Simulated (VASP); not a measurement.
# Al2O3 (Corundum): how cutoff and mesh change the relaxed cell, part 2 of 2

Aim: test the relaxed volume of Al2O3 (Corundum) against cutoff and mesh. The starting structure is a measured crystal structure from the Crystallography Open Database.

VASP 6.6.1.

Results so far: reference 8.57 Å³ an atom; a cutoff of 400 eV 8.35 Å³ an atom.

## Step 4: Relaxation with a 3×3×3 mesh

Level of this step: PBEsol; plane waves and PAW (Al, O) (VASP).

Against step 2 the input has a 3×3×3 mesh (also changed: KPAR and NCORE). This run starts from the cell of an earlier relaxation, which isn't shown; the restart sets up the plane waves anew.

INCAR reads:

```
SYSTEM = Al2O3
PREC = Accurate
ENCUT = 520
EDIFF = 1E-06
NELM = 100
ISMEAR = 0
SIGMA = 0.03
LREAL = .FALSE.
ALGO = Normal
GGA = PS
NBANDS = 34
LORBIT = 11
LWAVE = .FALSE.
LCHARG = .FALSE.
KPAR = 2
NCORE = 8
IBRION = 2
NSW = 50
ISIF = 3
EDIFFG = -0.006
```

POSCAR reads:

```
Al2O3
1.0
    2.3874450413      1.3783920373      4.3377791420
   -2.3874450413      1.3783920373      4.3377791420
    0.0000000000     -2.7567840746      4.3377791420
Al O
4 6
Direct
    0.1479095934      0.1479095934      0.1479095934
    0.3520904066      0.3520904066      0.3520904066
    0.8520904066      0.8520904066      0.8520904066
    0.6479095934      0.6479095934      0.6479095934
    0.9442034573      0.2500000000      0.5557965427
    0.5557965427      0.9442034573      0.2500000000
    0.2500000000      0.5557965427      0.9442034573
    0.0557965427      0.7500000000      0.4442034573
    0.4442034573      0.0557965427      0.7500000000
    0.7500000000      0.4442034573      0.0557965427
```

KPOINTS reads:

```
Automatic mesh
0
Gamma
3 3 3
0 0 0
```

Potentials, in the order of the species: Al and O (PBE family, release 64).

On the command line:

```console
$ mpirun -np 16 vasp_std
```

Output:

```text
[banner, memory and clock lines left out]
running   16 mpi-ranks, on    1 nodes
[...]
[... a notice as in an earlier step ...]

 LDA part: xc-table for (Slater+PW92), standard interpolation
 POSCAR, INCAR and KPOINTS ok, starting setup
[...]
entering main loop
       N       E                     dE             d eps       ncg     rms          rms(c)
DAV:   1     0.221745821314E+03    0.22175E+03   -0.25152E+04   408   0.134E+03
DAV:   2    -0.739319452835E+02   -0.29568E+03   -0.28858E+03   508   0.295E+02
DAV:   3    -0.858138343210E+02   -0.11882E+02   -0.11846E+02   528   0.610E+01
DAV:   4    -0.859046176345E+02   -0.90783E-01   -0.90735E-01   496   0.614E+00
[...]
DAV:  11    -0.786613135170E+02    0.30996E-04   -0.25170E-04   504   0.893E-02    0.244E-02
DAV:  12    -0.786613147116E+02   -0.11946E-05   -0.12336E-05   486   0.215E-02    0.609E-03
DAV:  13    -0.786613139256E+02    0.78597E-06   -0.34203E-06   456   0.102E-02
   1 F= -.78661314E+02 E0= -.78661314E+02  d E =-.786613E+02
[...]
reached required accuracy - stopping structural energy minimisation
```

Elapsed: 1.8 s, on 16 MPI ranks of Intel Xeon 6975P-C (Granite Rapids), shared host; peak memory 1.9 GiB.

Parts of OUTCAR (step 4):

```text
  Total       -0.0194427     -0.0194427     -0.0111724      0.0000000     -0.0000000      0.0000000
  in kB       -0.3636990     -0.3636990     -0.2089941      0.0000000     -0.0000000      0.0000000
  external PRESSURE =      -0.3121307 kB  Pullay stress =       0.0000000 kB

 POSITION                                       TOTAL-FORCE (eV/Angst)
 -----------------------------------------------------------------------------------
      0.00000      0.00000      1.92480         0.000000     -0.000000     -0.000309
      0.00000      0.00000      4.58187         0.000000     -0.000000      0.000309
      0.00000      0.00000     11.08854         0.000000     -0.000000      0.000309
      0.00000      0.00000      8.43147         0.000000     -0.000000     -0.000309
      1.65737      0.11387      7.59111        -0.000579     -0.001003      0.000000
     -0.92730      1.37839      7.59111         0.001158     -0.000000      0.000000
     -0.73007     -1.49226      7.59111        -0.000579      0.001003      0.000000
     -1.65737     -0.11387      5.42222         0.000579      0.001003      0.000000
      0.92730     -1.37839      5.42222        -0.001158     -0.000000      0.000000
      0.73007      1.49226      5.42222         0.000579     -0.001003      0.000000
 -----------------------------------------------------------------------------------
    total drift:                               -0.000000      0.000000     -0.000000

  FREE ENERGIE OF THE ION-ELECTRON SYSTEM (eV)
  ---------------------------------------------------
  free  energy   TOTEN  =       -78.6613139256 eV

  energy  without entropy=      -78.6613139256  energy(sigma->0) =      -78.66131393

[... 1 part as in an earlier step ...]

[... 3 further parts left out ...]
[key lines of the parts left out:]
E-fermi :   6.1168
```

With a 3×3×3 mesh the cell ends at 8.565 Å³ an atom, +0.00 % from the reference; the bulk modulus is 243.7 GPa against 243.6 GPa.

## Step 5: Relaxation with a cutoff of 680 eV

Against step 2 the input has ENCUT = 680. This run starts from the cell of an earlier relaxation, which isn't shown; the restart sets up the plane waves anew.

INCAR: that of step 4 with these lines changed.

```diff
@@ -2,3 +2,3 @@
 PREC = Accurate
-ENCUT = 520
+ENCUT = 680
 EDIFF = 1E-06
@@ -14,4 +14,3 @@
 LCHARG = .FALSE.
-KPAR = 2
-NCORE = 8
+KPAR = 16
 IBRION = 2
```

POSCAR reads:

```
Al2O3
1.0
    2.3862282445      1.3776895194      4.3357489795
   -2.3862282445      1.3776895194      4.3357489795
    0.0000000000     -2.7553790386      4.3357489795
Al O
4 6
Direct
    0.1479189656      0.1479189656      0.1479189656
    0.3520810344      0.3520810344      0.3520810344
    0.8520810344      0.8520810344      0.8520810344
    0.6479189656      0.6479189656      0.6479189656
    0.9442126826      0.2500000000      0.5557873174
    0.5557873174      0.9442126826      0.2500000000
    0.2500000000      0.5557873174      0.9442126826
    0.0557873174      0.7500000000      0.4442126826
    0.4442126826      0.0557873174      0.7500000000
    0.7500000000      0.4442126826      0.0557873174
```

KPOINTS reads:

```
Automatic mesh
0
Gamma
6 6 6
0 0 0
```

On the command line:

```console
$ mpirun -np 16 vasp_std
```

Output:

```text
[... set-up lines as in an earlier step ...]
 entering main loop
       N       E                     dE             d eps       ncg     rms          rms(c)
DAV:   1     0.272271316288E+03    0.27227E+03   -0.29663E+04  2176   0.167E+03
DAV:   2    -0.701970864533E+02   -0.34247E+03   -0.32872E+03  2814   0.318E+02
DAV:   3    -0.857981710764E+02   -0.15601E+02   -0.15539E+02  2812   0.695E+01
DAV:   4    -0.859321242311E+02   -0.13395E+00   -0.13387E+00  2648   0.727E+00
[...]
DAV:  11    -0.787007940496E+02    0.32424E-04   -0.25764E-04  2692   0.910E-02    0.255E-02
DAV:  12    -0.787007954864E+02   -0.14368E-05   -0.11684E-05  2672   0.214E-02    0.635E-03
DAV:  13    -0.787007946530E+02    0.83339E-06   -0.36867E-06  2434   0.107E-02
   1 F= -.78700795E+02 E0= -.78700795E+02  d E =-.787008E+02
[...]
reached required accuracy - stopping structural energy minimisation
```

Elapsed: 14 s, on 16 MPI ranks; peak memory 6.5 GiB.

Parts of OUTCAR (step 5):

```text
  Total       -0.0151018     -0.0151018     -0.0157935      0.0000000     -0.0000000      0.0000000
  in kB       -0.2829184     -0.2829184     -0.2958769      0.0000000     -0.0000000      0.0000000
  external PRESSURE =      -0.2872379 kB  Pullay stress =       0.0000000 kB

 POSITION                                       TOTAL-FORCE (eV/Angst)
 -----------------------------------------------------------------------------------
      0.00000      0.00000      1.92402        -0.000000     -0.000000     -0.000405
      0.00000      0.00000      4.57960        -0.000000      0.000000      0.000405
      0.00000      0.00000     11.08323        -0.000000      0.000000      0.000405
      0.00000      0.00000      8.42764        -0.000000     -0.000000     -0.000405
      1.65655      0.11385      7.58756        -0.000740     -0.001281      0.000000
     -0.92687      1.37769      7.58756         0.001480     -0.000000      0.000000
     -0.72968     -1.49154      7.58756        -0.000740      0.001281      0.000000
     -1.65655     -0.11385      5.41969         0.000740      0.001281      0.000000
      0.92687     -1.37769      5.41969        -0.001480     -0.000000      0.000000
      0.72968      1.49154      5.41969         0.000740     -0.001281      0.000000
 -----------------------------------------------------------------------------------
    total drift:                                0.000000     -0.000000      0.000000

  FREE ENERGIE OF THE ION-ELECTRON SYSTEM (eV)
  ---------------------------------------------------
  free  energy   TOTEN  =       -78.7007946530 eV

  energy  without entropy=      -78.7007946530  energy(sigma->0) =      -78.70079465

[... 2 parts as in an earlier step ...]

[... 2 further parts left out ...]
[key lines of the parts left out:]
E-fermi :   6.1249
```

With a cutoff of 680 eV the cell ends at 8.552 Å³ an atom, -0.15 % from the reference; the bulk modulus is 244.6 GPa against 243.6 GPa.

## Step 6: Relaxation with an 8×8×8 mesh

Against step 2 the input has an 8×8×8 mesh. This run starts from the cell of an earlier relaxation, which isn't shown; the restart sets up the plane waves anew.

INCAR: that of step 5 with these lines changed.

```diff
@@ -2,3 +2,3 @@
 PREC = Accurate
-ENCUT = 680
+ENCUT = 520
 EDIFF = 1E-06
```

POSCAR reads:

```
Al2O3
1.0
    2.3874687209      1.3784057087      4.3378937858
   -2.3874687209      1.3784057087      4.3378937858
    0.0000000000     -2.7568114174      4.3378937858
Al O
4 6
Direct
    0.1479091095      0.1479091095      0.1479091095
    0.3520908905      0.3520908905      0.3520908905
    0.8520908905      0.8520908905      0.8520908905
    0.6479091095      0.6479091095      0.6479091095
    0.9442100403      0.2500000000      0.5557899597
    0.5557899597      0.9442100403      0.2500000000
    0.2500000000      0.5557899597      0.9442100403
    0.0557899597      0.7500000000      0.4442100403
    0.4442100403      0.0557899597      0.7500000000
    0.7500000000      0.4442100403      0.0557899597
```

KPOINTS reads:

```
Automatic mesh
0
Gamma
8 8 8
0 0 0
```

On the command line:

```console
$ mpirun -np 16 vasp_std
```

Output:

```text
[... set-up lines as in an earlier step ...]
 entering main loop
       N       E                     dE             d eps       ncg     rms          rms(c)
DAV:   1     0.224879053853E+03    0.22488E+03   -0.25389E+04  4420   0.135E+03
DAV:   2    -0.730382740216E+02   -0.29792E+03   -0.28790E+03  5698   0.289E+02
DAV:   3    -0.858053465671E+02   -0.12767E+02   -0.12723E+02  5672   0.619E+01
DAV:   4    -0.859050418366E+02   -0.99695E-01   -0.99635E-01  5440   0.629E+00
[...]
DAV:  11    -0.786636504418E+02    0.31656E-04   -0.25350E-04  5522   0.898E-02    0.251E-02
DAV:  12    -0.786636517092E+02   -0.12674E-05   -0.12158E-05  5450   0.215E-02    0.608E-03
DAV:  13    -0.786636509340E+02    0.77517E-06   -0.34152E-06  4856   0.102E-02
   1 F= -.78663651E+02 E0= -.78663651E+02  d E =-.786637E+02
[...]
reached required accuracy - stopping structural energy minimisation
```

Run time: 12 s. Hardware: 16 MPI ranks; peak memory 5.4 GiB.

From OUTCAR (step 6):

```text
  Total       -0.0194923     -0.0194923     -0.0110097      0.0000000     -0.0000000     -0.0000000
  in kB       -0.3646103     -0.3646103     -0.2059407      0.0000000     -0.0000000     -0.0000000
  external PRESSURE =      -0.3117204 kB  Pullay stress =       0.0000000 kB

 POSITION                                       TOTAL-FORCE (eV/Angst)
 -----------------------------------------------------------------------------------
      0.00000      0.00000      1.92484         0.000000     -0.000000     -0.000278
      0.00000      0.00000      4.58200         0.000000     -0.000000      0.000278
      0.00000      0.00000     11.08884         0.000000     -0.000000      0.000278
      0.00000      0.00000      8.43168         0.000000     -0.000000     -0.000278
      1.65740      0.11390      7.59131        -0.000525     -0.000909      0.000000
     -0.92734      1.37841      7.59131         0.001050     -0.000000      0.000000
     -0.73006     -1.49230      7.59131        -0.000525      0.000909      0.000000
     -1.65740     -0.11390      5.42237         0.000525      0.000909      0.000000
      0.92734     -1.37841      5.42237        -0.001050     -0.000000      0.000000
      0.73006      1.49230      5.42237         0.000525     -0.000909      0.000000
 -----------------------------------------------------------------------------------
    total drift:                               -0.000000     -0.000000     -0.000000

  FREE ENERGIE OF THE ION-ELECTRON SYSTEM (eV)
  ---------------------------------------------------
  free  energy   TOTEN  =       -78.6636509340 eV

  energy  without entropy=      -78.6636509340  energy(sigma->0) =      -78.66365093

[... 1 part as in an earlier step ...]

[... 3 further parts left out ...]
[key lines of the parts left out:]
E-fermi :   6.1423
```

With an 8×8×8 mesh the cell ends at 8.565 Å³ an atom, +0.00 % from the reference; the bulk modulus is 243.6 GPa against 243.6 GPa.

## Step 7: Comparison

| run | volume (Å³/atom) | change (%) | bulk modulus (GPa) | pressure left (GPa) | core minutes |
| --- | --- | --- | --- | --- | --- |
| reference | 8.565 | - | 243.6 | -0.03 | 2.67 |
| a cutoff of 400 eV | 8.348 | -2.54 | 262.0 | 0.0 | 10.0 |
| a 3×3×3 mesh | 8.565 | 0.0 | 243.7 | -0.03 | 2.29 |
| a cutoff of 680 eV | 8.552 | -0.15 | 244.6 | -0.03 | 21.8 |
| an 8×8×8 mesh | 8.565 | 0.0 | 243.6 | -0.03 | 18.5 |

Core minutes are wall time times ranks, summed over the relaxations behind a row (those for a bulk modulus apart), on shared hosts.

## Step 8: Results

| Property | Result |
| --- | --- |
| volume of the reference | 8.565 Å³/atom |
| volume against the reference, a cutoff of 400 eV | -2.54 % |
| volume against the reference, a 3×3×3 mesh | +0.00 % |
| volume against the reference, a cutoff of 680 eV | -0.15 % |
| volume against the reference, an 8×8×8 mesh | +0.00 % |

**Reading.** The volume moves most with a cutoff of 400 eV: -2.54 % against the reference (520 eV, 6×6×6 mesh). On finer settings it changes by -0.15 % with a cutoff of 680 eV and +0.00 % with an 8×8×8 mesh. The relaxations stop with up to 0.03 GPa left, which at the bulk modulus found here is 0.01 % of the volume, and more along a soft axis. That understates it: a restart alone still moved the volume by up to 0.6 %. A cell that shrinks at the lower cutoff is the usual mark of Pulay stress, the error that a plane-wave basis makes when it is kept while the volume changes. The bulk modulus is more sensitive: it changes by +7.6 % with a cutoff of 400 eV. Further runs on this material are not shown.

[Lines on the potential files, build, host, timing and source positions are cut from VASP's logs without a mark.]

[Logs are printed without paths, hosts, clocks, repeated set-up lines and the standing remarks that a program may print on its own settings, such as how far it seeks lower states.]

[Hosts, paths, dates, database ids (printed as entryN), source tags and the programs' standing remarks are cut or masked in the printed files.]
